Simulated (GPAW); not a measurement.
# MnS (F-43m) in GPAW: single point with PBEsol

Aim: the single point of MnS with PBEsol.

Everything below comes from runs of GPAW 26.7.0. Logs are shortened: lines on timing, memory, paths and dates and some standing lists are left out, and cuts for length are marked. The log counts tension as positive stress, the text compression.

## (1) The crystal as given

Symmetry: F-43m, No. 216, cubic system. Conventional cell: a = 4.947 Å, b = 4.947 Å, c = 4.947 Å, α = 90.00°, β = 90.00°, γ = 90.00°. Around Mn (site symmetry -43m) lie 4 S at 2.14 Å. S (site symmetry -43m) is surrounded by 4 Mn at 2.14 Å.

The cell is a database's computed one.

## (2) Single point, PBEsol, collinear spin, ferromagnetic start

File run.py:

```python
from ase import Atoms
from ase.dft.bandgap import bandgap
from ase.io import write
from ase.units import GPa
from gpaw import GPAW, PW, setup_paths

setup_paths.insert(0, '.')

atoms = Atoms(['Mn', 'S'],
              cell=[[0.0, 2.4734634191, 2.4734634191],
                    [2.4734634191, 0.0, 2.4734634191],
                    [2.4734634191, 2.4734634191, 0.0]],
              scaled_positions=[[0.0, 0.0, 0.0],
                                [0.75, 0.75, 0.75]],
              pbc=True)
atoms.set_initial_magnetic_moments([5.0, 0.0])

calc = GPAW(mode=PW(450),
            xc='PBEsol',
            kpts={'size': (8, 8, 8), 'gamma': True},
            occupations={'name': 'fermi-dirac', 'width': 0.05},
            nbands=21,
            maxiter=120,
            txt='gpaw.txt')
atoms.calc = calc
energy = atoms.get_potential_energy()
forces = atoms.get_forces()
stress = atoms.get_stress()
calc.write('gs.gpw')
write('result.traj', atoms)
print(f'Energy: {energy:.6f} eV')
print('Forces (eV/A):')
print(forces.round(4))
print('Stress (GPa):', (stress / GPa).round(3))
print('Moments:', calc.get_magnetic_moments().round(3))
print('Fermi level:', round(calc.get_fermi_level(), 4), 'eV')
print(f'Gap: {bandgap(calc)[0]:.4f} eV, direct: {bandgap(calc, direct=True)[0]:.4f} eV')
```

Potentials or basis: PAW data sets generated in the run's folder for this functional, pw.

Run with:

```bash
$ gpaw-setup -f PBEsol Mn S
$ OMP_NUM_THREADS=1 python run.py
```

gpaw.txt:

```text
__  _  _
 | _ |_)|_||  |
 |__||  | ||/\| - 26.7.0

Input parameters:
  mode=PW(ecut=450.00000000000006),
  kpts=MonkhorstPack(size=(8, 8, 8), gamma=True),
  maxiter=120,
  nbands=21,
  occupations=Occupations(name='fermi-dirac', width=0.05),
  xc=XC(name='PBEsol')

Diagonalizing LCAO Hamiltonian
Converting LCAO to pw mode

                   S

       Mn

Atoms  # Å, Bohr magnetons
|   | symbol |        x |        y |        z |    initial magnetic moments |
|---|--------|----------|----------|----------|-----------------------------|
| 0 |     Mn | 0.000000 | 0.000000 | 0.000000 | ( 0.0000,  0.0000,  5.0000) |
| 1 |      S | 3.710195 | 3.710195 | 3.710195 | ( 0.0000,  0.0000,  0.0000) |

Unit cell  # Å
| periodic |        x |        y |        z |  lengths |    angles |
|----------|----------|----------|----------|----------|-----------|
|      yes | 0.000000 | 2.473463 | 2.473463 | 3.498006 | 60.000000 |
|      yes | 2.473463 | 0.000000 | 2.473463 | 3.498006 | 60.000000 |
|      yes | 2.473463 | 2.473463 | 0.000000 | 3.498006 | 60.000000 |

Number of symmetries: 24
Symmetry operations  # r_c * U_cc + t_c -> r_c
|    | kind |            matrix            |
|----|------|------------------------------|
|  0 |  E   |  1, 0, 0,  0, 1, 0,  0, 0, 1 |
|  1 |  σ   |  1, 0, 0,  0, 0, 1,  0, 1, 0 |
|  2 |  σ   |  1, 0,-1,  0, 1,-1,  0, 0,-1 |
|  3 |  C3  |  1, 0,-1,  0, 0,-1,  0, 1,-1 |
|  4 |  C3  |  1,-1, 0,  0,-1, 1,  0,-1, 0 |
|  5 |  σ   |  1,-1, 0,  0,-1, 0,  0,-1, 1 |
|  6 |  σ   |  0, 1, 0,  1, 0, 0,  0, 0, 1 |
|  7 |  C3  |  0, 1, 0,  0, 0, 1,  1, 0, 0 |
|  8 |  C2  |  0, 1,-1,  1, 0,-1,  0, 0,-1 |
|  9 |  S4  |  0, 1,-1,  0, 0,-1,  1, 0,-1 |
| 10 |  C3  |  0, 0, 1,  1, 0, 0,  0, 1, 0 |
| 11 |  σ   |  0, 0, 1,  0, 1, 0,  1, 0, 0 |
| 12 |  S4  |  0, 0,-1,  1, 0,-1,  0, 1,-1 |
| 13 |  C3  |  0, 0,-1,  0, 1,-1,  1, 0,-1 |
| 14 |  S4  |  0,-1, 1,  1,-1, 0,  0,-1, 0 |
| 15 |  C2  |  0,-1, 1,  0,-1, 0,  1,-1, 0 |
| 16 |  C3  |  0,-1, 0,  1,-1, 0,  0,-1, 1 |
| 17 |  S4  |  0,-1, 0,  0,-1, 1,  1,-1, 0 |
| 18 |  S4  | -1, 1, 0, -1, 0, 1, -1, 0, 0 |
| 19 |  C3  | -1, 1, 0, -1, 0, 0, -1, 0, 1 |
| 20 |  C3  | -1, 0, 1, -1, 1, 0, -1, 0, 0 |
| 21 |  S4  | -1, 0, 1, -1, 0, 0, -1, 1, 0 |
| 22 |  σ   | -1, 0, 0, -1, 1, 0, -1, 0, 1 |
| 23 |  C2  | -1, 0, 0, -1, 0, 1, -1, 1, 0 |

BZ-sampling:
  Number of BZ points: 512
  Number of IBZ points: 29

  Monkhorst-Pack size: [8, 8, 8]
  Monkhorst-Pack shift: [0.0625, 0.0625, 0.0625]

K-points  # in reciprocal-cell coordinates
|     |                                coordinates |     weight |
|-----|--------------------------------------------|------------|
|   0 | (  0.00000000,   0.00000000,   0.00000000) | 0.00195312 |
|   1 | (  0.12500000,   0.12500000,   0.00000000) | 0.01171875 |
|   2 | (  0.12500000,   0.12500000,   0.12500000) | 0.01562500 |
|   3 | (  0.25000000,   0.12500000,   0.12500000) | 0.02343750 |
|   4 | (  0.25000000,   0.25000000,   0.00000000) | 0.01171875 |
|   5 | (  0.25000000,   0.25000000,   0.12500000) | 0.04687500 |
|   6 | (  0.25000000,   0.25000000,   0.25000000) | 0.01562500 |
|   7 | (  0.37500000,   0.25000000,  -0.37500000) | 0.04687500 |
|   8 | (  0.37500000,   0.25000000,   0.12500000) | 0.04687500 |
|   9 | (  0.37500000,   0.25000000,   0.25000000) | 0.04687500 |
| ... |                                            |            |
|  28 | (  0.50000000,   0.50000000,   0.50000000) | 0.00781250 |

Plane wave coefficients: 670
Cutoff: 450.00000000000006 eV

Spin-components: 2 (collinear spins)
Bands:           21
Projectors:      11
Spin-degeneracy: 1
Datatype:        complex128

Parallelization:
  kpt:    1
  domain: 1
  band:   1

Density:
  Valence electrons: 21.0
  Components: 2
  Grid points: [18 18 18]
  Charge: 0.0  # |e|

Potential:
  Grid points: [18 18 18]

species:
  Mn:
    name:    Manganese
    Z:       25.0
    valence: 15
    core:    10
    charge:  0.0  # [|e|]
    compensation charges:
      type: gauss
      rc: 0.38  # [Å]
      lmax: 2
    cutoffs:
      filter: 2.14  # [Å]
      core: 0.86  # [Å]
    projectors
    | kind |    occ | energy [eV] | rcut [Å] |
    |------|--------|-------------|----------|
    |   3s |  2.000 |     -85.624 |    1.275 |
    |   4s |  2.000 |      -5.124 |    1.275 |
    |   3p |  6.000 |     -54.486 |    1.281 |
    |   4p |  0.000 |      -1.348 |    1.281 |
    |   3d |  5.000 |      -6.794 |    1.138 |
    |    d |        |      20.417 |    1.138 |

    Using partial waves for Mn as LCAO basis

  S:
    name:    Sulfur
    Z:       16.0
    valence: 6
    core:    10
    charge:  0.0  # [|e|]
    compensation charges:
      type: gauss
      rc: 0.24  # [Å]
      lmax: 2
    cutoffs:
      filter: 1.77  # [Å]
      core: 1.66  # [Å]
    projectors
    | kind |    occ | energy [eV] | rcut [Å] |
    |------|--------|-------------|----------|
    |   3s |  2.000 |     -17.192 |    0.974 |
    |   3p |  4.000 |      -6.978 |    0.979 |
    |    s |        |      10.020 |    0.974 |
    |    p |        |      20.234 |    0.979 |
    |    d |        |       0.000 |    0.900 |

    Using partial waves for S as LCAO basis

Reference energy: -42323.512009  # eV

eigensolver:
  PPCG
  Converge bands: occupied
  niter=2

density mixing:
  MSR1-Mixer
  Pratt-step length: 0.05
  Maximum mixing coefficient: 0.75
  Old densities: 10
  SVD Regularization: 0.005
  Good broyden scale: 1.0
  Trust region scale: 1.0
  Backstep threshold: 4.0
  History deletion threshold: 6.0
  Fourier metric: weight=20.0, sigma=0.015

occupation numbers:
  Fermi-Dirac:
    width: 0.0500  # eV

poisson solver:
  ecut: 3600.0000000000005  # eV

xc functional:
  name: PBEsol with 2 nearest neighbor stencil

convergence criteria:
- Maximum [total energy] change in last 3 cyles: 0.0005 eV / valence electron
- Maximum integral of absolute [dens]ity change: 0.0001 electrons / valence electron
- Maximum integral of absolute [eigenst]ate change: 4e-08 eV^2 / valence electron
maximum number of iterations: 120

SCF iterations
|iter     | |      energy | eigst |  dens |  magmom |
|---------|-|-------------|-------|-------|---------|
|iter:   1| |  -14.519933 | +0.21 |       |  +5.0046|
|iter:   2| |  -14.526978 | -1.93 | -0.97 |  +4.9440|
|iter:   3| |  -15.160817 | -2.00 | -0.99 |  +3.6195|
|iter:   4| |  -15.713422 | -1.49 | -1.11 |  +3.1725|
|iter:   5| |  -15.141559 | -1.87 | -1.07 |  +2.3695|
|iter:   6| |  -15.246498 | -3.00 | -1.63 |  +1.5638|
|iter:   7| |  -15.394414 | -2.72 | -1.70 |  +0.3604|
|iter:   8| |  -15.368944 | -2.63 | -1.77 |  -0.7443|
|iter:   9| |  -15.397695 | -3.28 | -1.66 |  -0.0964|
|iter:  10| |  -15.404846 | -3.75 | -2.27 |  +0.2615|
|iter:  11| |  -15.404485c| -4.75 | -2.51 |  +0.3709|
|iter:  12| |  -15.402933c| -4.10 | -2.36 |  +0.1597|
|iter:  13| |  -15.404984c| -4.73 | -2.64 |  +0.2795|
|iter:  14| |  -15.405182c| -5.68 | -3.08 |  +0.2842|
|iter:  15| |  -15.405189c| -6.28 | -3.45 |  +0.2762|
|iter:  16| |  -15.405291c| -6.66 | -3.81 |  +0.2844|
|iter:  17| |  -15.405283c| -7.64c| -4.21c|  +0.2822|

Converged in 17 steps
Energy contributions relative to reference atoms: (reference = -42323.512009)

Energy contributions:
  Kinetic:           4.902169
  Coulomb:          -3.878243
  Zero:              0.206338
  External:          0.000000
  Xc:              -16.627053
  Entropy:          -0.016988
  Spinorbit:         0.000000
  ----------------------------
  Free energy:     -15.413777
  Extrapolated:    -15.405283

dipole moment: (-7.728988, -7.728988, -7.728988)  # |e|*Ang

Total magnetic moment: (0.000000, 0.000000, 0.282153)

Local magnetic moments
|        x |        y |         z |
|----------|----------|-----------|
| 0.000000 | 0.000000 |  0.267107 |  # Mn   0
| 0.000000 | 0.000000 | -0.005192 |  # S    1

Fermi level: 7.756
Eigenvalues  # (at kpt = [0.000, 0.000, 0.000])
| band index |      eig [eV] | occ [0-1] |      eig [eV] | occ [0-1] |
|------------|---------------|-----------|---------------|-----------|
|          0 |       -70.962 |     1.000 |       -70.686 |     1.000 |
|        ... |               |           |               |           |
|          2 |       -39.931 |     1.000 |       -39.661 |     1.000 |
|          3 |       -39.931 |     1.000 |       -39.661 |     1.000 |
|          4 |        -7.527 |     1.000 |        -7.515 |     1.000 |
|          5 |         3.016 |     1.000 |         3.084 |     1.000 |
|          6 |         3.016 |     1.000 |         3.084 |     1.000 |
|          7 |         3.016 |     1.000 |         3.084 |     1.000 |
[... 8 lines left out ...]
|         16 |        15.487 |     0.000 |        15.551 |     0.000 |
|         17 |        20.986 |     0.000 |        21.070 |     0.000 |
|        ... |               |           |               |           |
|         20 |        23.874 |     0.000 |        23.919 |     0.000 |

No gap
No difference between direct/indirect transitions

Forces  # eV/Ang
|       x |       y |        z |
|---------|---------|----------|
| 0.00000 | 0.00000 | -0.00000 |  # Mn   0
| 0.00000 | 0.00000 |  0.00000 |  # S    1

Stress tensor  # eV/Ang^3
|         x |         y |         z |
|-----------|-----------|-----------|
|  0.015682 | -0.000000 | -0.000000 |
| -0.000000 |  0.015682 |  0.000000 |
| -0.000000 |  0.000000 |  0.015682 |

# Writing to gs.gpw (mode='')
```

It took 41 s on 1 thread of Arm Neoverse V1, shared host; peak memory 0.15 GiB.

What came out:

| Quantity | Value |
| --- | --- |
| Free energy | -15.4138 eV |
| Pressure | -2.5 GPa |
| Band gap on the k mesh | none (metal or under the smearing width) |
| Net moment | 0.28 μB per cell |
| Site moments | Mn +0.27; S -0.01 μB |

Levels at points of the mesh, in eV from the Fermi level:
Spin up:
```
           k point  band 7  band 8  band 9  band 10  band 11  band 12  band 13  band 14  band 15  band 16
(0.00, 0.00, 0.00)   -4.74   -4.74   -0.93    -0.93     3.63     3.72     3.72     3.72     7.73     7.73
(0.50, 0.50, 0.00)   -4.08   -4.08   -1.84    -0.32    -0.26     0.17     0.17     5.51     6.71    12.89
(0.50, 0.50, 0.50)   -4.46   -4.46   -0.66    -0.66    -0.42     1.89     1.89     5.35     8.51     8.51
```
Spin down:
```
           k point  band 8  band 9  band 10  band 11  band 12  band 13
(0.00, 0.00, 0.00)   -4.67   -0.62    -0.62     3.67     3.83     3.83
(0.50, 0.50, 0.00)   -4.05   -1.73    -0.07     0.08     0.32     0.32
(0.50, 0.50, 0.50)   -4.39   -0.37    -0.37    -0.26     2.01     2.01
```

Caveat: the cutoff is short for stress and forces, so pressures can be off by a GPa or more; the moment fell far below its start of 5 μB, so a state of higher moment may lie lower in energy; semilocal functionals often make such compounds metallic where correlation or magnetic order opens a gap, which also shifts bond lengths. With open d or f shells a metallic result of PBEsol can be an artefact of self-interaction; +U or a hybrid may open a gap.
